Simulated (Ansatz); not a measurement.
**What tensor shear ε_xz = −3.08 % does to BeO**

Consider BeO in the wurtzite structure (space group P6_3mc, No. 186; a = 2.690 Å, c = 4.370 Å). Axes: x lies along a and z along c of the hexagonal cell.

The change: a pure shear with ε_xz = ε_zx = -0.0308, atoms relaxed at fixed cell.

Method: r2SCAN/PAW in Ansatz (a program for electronic structure), spin-orbit coupling left out. Settings: 14×14×8 k-points, 0.05 eV Fermi–Dirac smearing.

The volume per atom hardly moves (6.85 Å³ against 6.84 Å³) and the space group becomes Cc (No. 9) (base: P6_3mc (No. 186)). The shortest interatomic distance falls by 0.016 Å to 1.627 Å and the energy goes up by 12 meV/atom. The pressure (mean of the normal stresses, compression positive) goes from zero to 0.25 GPa and the band gap decreases by 0.20 eV, from 8.55 eV to 8.35 eV. The gap character remains direct at Γ and the valence-band top at Γ (three highest levels, from the VBM) goes from 0.00, -0.04, -0.04 eV to 0.00, -0.21, -0.36 eV. The stress (xx, yy, zz, yz, xz, xy; compression positive) is (-0.36, 0.29, 0.83, 0.00, 9.11, 0.00) GPa.

The cells carry an imposed strain or load. No phonon test of stability was made. Labels are those of the standard path for the cell's own space group.
